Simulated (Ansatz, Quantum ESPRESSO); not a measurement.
## Evanescent states of AlN, zinc blende type, lattice constant set to 4.488 Å: the same in Ansatz

Ansatz 0.2.0; plane-wave DFT, PBE, Ansatz PAW.

A second code with its own PAW datasets, on the same atoms.

The structure was built from a prototype and need not be the compound's stable phase.

File input.yaml:

```yaml
crystal:
  lattice:
    - [3.173495234, 0.0, 0.0]
    - [0.0, 3.173495234, 0.0]
    - [0.0, 0.0, 4.488]
  atoms:
    - { symbol: Al, position: [0.0, 0.0, 0.0] }
    - { symbol: "N", position: [0.5, 0.0, 0.25] }
    - { symbol: Al, position: [0.5, 0.5, 0.5] }
    - { symbol: "N", position: [0.0, 0.5, 0.75] }
kpoints:
  mp_grid: { grid: [8, 8, 6] }
hamiltonian:
  xc: pbe
scf:
  occupations: { method: fixed }
  convergence: { dr2_threshold: 1.0e-09 }
output:
  transmission:
    leads: [[0, 0]]
    kpoints: [[0, 0], [0.5, 0], [0.5, 0.5], [0.25, 0]]
    e_range: [-1.92, 4.48]
    de: 0.16
```

Started as:

```sh
$ ansatz run input.yaml --threads 2 --pin off --max-ram 4096MiB --backend cpu --events-out ev --progress --plain --runs-dir out
```

Q: Predict the peak of the smallest κ at the zone centre; peak of the smallest κ at (1/2, 1/2); and im kz of the slowest decaying states against energy.

Inside the gap the slowest decay grows from the band edges towards mid-gap. At its top, κ = 0.24 Å⁻¹, tunnelling falls as exp(−2κL), a factor of 1.6 for each Å.

This step gave:

```
slowest decay at the grid energy nearest mid-gap : 0.2439 Å⁻¹
peak of the smallest κ at the zone centre        : 0.2441 Å⁻¹
energy of the peak at the zone centre            : 1.76 eV
peak of the smallest κ at (1/2, 1/2)             : 0.3690 Å⁻¹
valence top, on the run's zero                   : 6.148 eV
```

K across = (0, 0) in the cell's reciprocal vectors; values within 0.0025 1/Å of each other count once, columns are sorted by size at each energy, a dash where no further value was kept. Im kz of the slowest decaying states against energy, zero at the highest filled level of the SCF mesh:

| energy (eV) | decay 1 (Å⁻¹) | decay 2 (Å⁻¹) | decay 3 (Å⁻¹) |
| --- | --- | --- | --- |
| -1.92 | 0.364 | 0.784 | - |
| -1.76 | 0.211 | 0.772 | - |
| -1.60 | 0.761 | - | - |
| -1.44 | 0.749 | - | - |
| -1.28 | 0.737 | - | - |
| -1.12 | 0.725 | - | - |
| -0.96 | 0.713 | - | - |
| -0.64 | 0.688 | - | - |
| -0.48 | 0.675 | 1.49 | - |
| -0.32 | 0.661 | 1.48 | - |
| -0.16 | 0.648 | 1.47 | - |
| 0.00 | 0.00782 | 0.0145 | 0.634 |
| 0.16 | 0.106 | 0.241 | 0.620 |
| 0.32 | 0.145 | 0.334 | 0.605 |
| 0.48 | 0.173 | 0.400 | 0.590 |
| 0.64 | 0.193 | 0.453 | 0.575 |
| 0.80 | 0.209 | 0.497 | 0.558 |
| 0.96 | 0.221 | 0.534 | 0.542 |
| 1.12 | 0.231 | 0.524 | 0.566 |
| 1.44 | 0.242 | 0.487 | 0.620 |
| 1.60 | 0.244 | 0.467 | 0.642 |
| 1.76 | 0.244 | 0.445 | 0.662 |
| 1.92 | 0.242 | 0.423 | 0.680 |
| 2.08 | 0.239 | 0.398 | 0.697 |
| 2.24 | 0.233 | 0.372 | 0.712 |
| 2.40 | 0.225 | 0.344 | 0.725 |
| 2.56 | 0.214 | 0.312 | 0.737 |
| 2.72 | 0.201 | 0.277 | 0.749 |
| 2.88 | 0.184 | 0.235 | 0.759 |
| 3.04 | 0.162 | 0.182 | 0.768 |
| 3.20 | 0.105 | 0.133 | 0.776 |
| 3.52 | 0.790 | 1.12 | - |
| 3.68 | 0.797 | 1.10 | - |
| 3.84 | 0.802 | 1.08 | - |
| 4.00 | 0.807 | 1.06 | - |
| 4.16 | 0.811 | 1.04 | - |
| 4.32 | 0.814 | 1.02 | - |
| 4.48 | 0.818 | 1.00 | - |

K across = (0, 0) in the cell's reciprocal vectors. The Re kz of states that move upwards by energy, zero at the highest filled level of the SCF mesh:

| energy (eV) | channel 1 (Å⁻¹) | channel 2 (Å⁻¹) | channel 3 (Å⁻¹) |
| --- | --- | --- | --- |
| -1.92 | -0.507 | - | - |
| -1.60 | -0.442 | 0.218 | 0.218 |
| -1.28 | -0.377 | 0.494 | 0.494 |
| -0.96 | -0.311 | 0.682 | 0.682 |
| -0.64 | -0.548 | -0.548 | -0.242 |
| -0.32 | -0.366 | -0.366 | -0.162 |
| -0.16 | -0.252 | -0.252 | -0.112 |
| 0.00 | - | - | - |
| 0.16 | - | - | - |
| 0.48 | - | - | - |
| 0.80 | - | - | - |
| 1.12 | - | - | - |
| 1.44 | - | - | - |
| 1.76 | - | - | - |
| 2.08 | - | - | - |
| 2.40 | - | - | - |
| 2.72 | - | - | - |
| 2.88 | - | - | - |
| 3.20 | - | - | - |
| 3.52 | 0.0454 | 0.187 | - |
| 3.84 | 0.162 | 0.288 | - |
| 4.16 | 0.235 | 0.367 | - |
| 4.48 | 0.299 | 0.436 | - |

K across = (1/2, 0) in the cell's reciprocal vectors; values within 0.0025 1/Å of each other count once, columns are sorted by size at each energy, a dash where no further value was kept.

| energy (eV) | decay 1 (Å⁻¹) | decay 2 (Å⁻¹) | decay 3 (Å⁻¹) |
| --- | --- | --- | --- |
| -1.92 | 1.20 | 1.49 | - |
| -1.60 | 1.12 | 1.46 | - |
| -1.28 | 1.03 | 1.43 | - |
| -0.96 | 0.889 | 1.40 | - |
| -0.64 | 0.613 | 1.37 | - |
| -0.32 | 0.138 | 0.613 | 1.34 |
| -0.16 | 0.196 | 0.751 | 1.32 |
| 0.00 | 0.238 | 0.828 | 1.31 |
| 0.16 | 0.272 | 0.880 | 1.29 |
| 0.48 | 0.325 | 0.945 | 1.26 |
| 0.80 | 0.365 | 0.985 | 1.22 |
| 1.12 | 0.397 | 1.01 | 1.19 |
| 1.44 | 0.422 | 1.03 | 1.16 |
| 1.76 | 0.443 | 1.04 | 1.12 |
| 2.08 | 0.459 | 1.04 | 1.08 |
| 2.40 | 0.470 | 1.04 | 1.05 |
| 2.72 | 0.478 | 1.01 | 1.04 |
| 2.88 | 0.480 | 0.991 | 1.03 |
| 3.20 | 0.483 | 0.953 | 1.03 |
| 3.52 | 0.481 | 0.914 | 1.02 |
| 3.84 | 0.476 | 0.874 | 1.01 |
| 4.16 | 0.466 | 0.834 | 0.993 |
| 4.48 | 0.452 | 0.792 | 0.979 |

K across = (1/2, 1/2) in the cell's reciprocal vectors; values within 0.0025 1/Å of each other count once, columns are sorted by size at each energy, a dash where no further value was kept. Table of Im kz of the slowest decaying states by energy, zero at the highest filled level of the SCF mesh:

| energy (eV) | decay 1 (Å⁻¹) | decay 2 (Å⁻¹) |
| --- | --- | --- |
| -1.92 | - | - |
| -1.76 | - | - |
| -1.44 | 0.198 | 0.204 |
| -1.28 | 0.244 | 0.258 |
| -0.96 | 0.301 | 0.334 |
| -0.80 | 0.320 | 0.363 |
| -0.64 | 0.334 | 0.388 |
| -0.32 | 0.354 | 0.429 |
| -0.16 | 0.361 | 0.446 |
| 0.00 | 0.365 | 0.461 |
| 0.32 | 0.369 | 0.486 |
| 0.48 | 0.369 | 0.497 |
| 0.80 | 0.364 | 0.514 |
| 0.96 | 0.359 | 0.522 |
| 1.12 | 0.354 | 0.529 |
| 1.44 | 0.339 | 0.539 |
| 1.60 | 0.329 | 0.543 |
| 1.76 | 0.318 | 0.547 |
| 2.08 | 0.292 | 0.552 |
| 2.24 | 0.275 | 0.554 |
| 2.56 | 0.236 | 0.555 |
| 2.72 | 0.210 | 0.555 |
| 2.88 | 0.180 | 0.554 |
| 3.20 | 0.0820 | 0.552 |
| 3.36 | 0.549 | - |
| 3.52 | 0.547 | - |
| 3.84 | 0.540 | - |
| 4.00 | 0.536 | - |
| 4.32 | 0.526 | - |
| 4.48 | 0.520 | - |

K across = (1/4, 0) in the cell's reciprocal vectors; values within 0.0025 1/Å of each other count once, columns are sorted by size at each energy, a dash where no further value was kept.

| energy (eV) | decay 1 (Å⁻¹) | decay 2 (Å⁻¹) | decay 3 (Å⁻¹) |
| --- | --- | --- | --- |
| -1.92 | 0.131 | 0.623 | 1.18 |
| -1.76 | 0.156 | 0.542 | 1.16 |
| -1.60 | 0.171 | 0.443 | 1.14 |
| -1.44 | 0.179 | 0.305 | 1.12 |
| -1.28 | 0.179 | 1.10 | - |
| -1.12 | 0.172 | 1.09 | - |
| -0.96 | 0.154 | 1.07 | - |
| -0.64 | 1.03 | - | - |
| -0.48 | 1.01 | - | - |
| -0.32 | 0.993 | - | - |
| -0.16 | 0.118 | 0.974 | - |
| 0.00 | 0.170 | 0.197 | 0.955 |
| 0.16 | 0.248 | 0.338 | 0.936 |
| 0.32 | 0.287 | 0.439 | 0.918 |
| 0.48 | 0.319 | 0.515 | 0.899 |
| 0.64 | 0.346 | 0.578 | 0.880 |
| 0.80 | 0.369 | 0.630 | 0.861 |
| 0.96 | 0.389 | 0.677 | 0.842 |
| 1.12 | 0.407 | 0.718 | 0.822 |
| 1.44 | 0.436 | 0.784 | 0.791 |
| 1.60 | 0.448 | 0.764 | 0.824 |
| 1.76 | 0.458 | 0.745 | 0.856 |
| 1.92 | 0.467 | 0.725 | 0.887 |
| 2.08 | 0.475 | 0.704 | 0.918 |
| 2.24 | 0.482 | 0.684 | 0.950 |
| 2.40 | 0.487 | 0.663 | 0.985 |
| 2.56 | 0.491 | 0.642 | 1.03 |
| 2.72 | 0.494 | 0.620 | 1.13 |
| 2.88 | 0.496 | 0.598 | 1.12 |
| 3.04 | 0.498 | 0.575 | 1.12 |
| 3.20 | 0.498 | 0.551 | 1.12 |
| 3.52 | 0.494 | 0.500 | 1.11 |
| 3.68 | 0.473 | 0.491 | 1.10 |
| 3.84 | 0.444 | 0.487 | 1.10 |
| 4.00 | 0.413 | 0.481 | 1.09 |
| 4.16 | 0.379 | 0.474 | 1.09 |
| 4.32 | 0.342 | 0.465 | 1.08 |
| 4.48 | 0.300 | 0.454 | 1.07 |

[Logs are printed without paths, hosts, clocks, repeated set-up lines and the standing remarks that a program may print on its own settings, such as how far it seeks lower states.]

[Hosts, paths, dates, database ids (printed as entryN), source tags and the programs' standing remarks are cut or masked in the printed files.]

[Maps of the electrostatic potential energy from Ansatz leave out the sawtooth potential of an applied field or a dipole correction, so their vacuum need not be flat; planar profiles and work functions include it.]
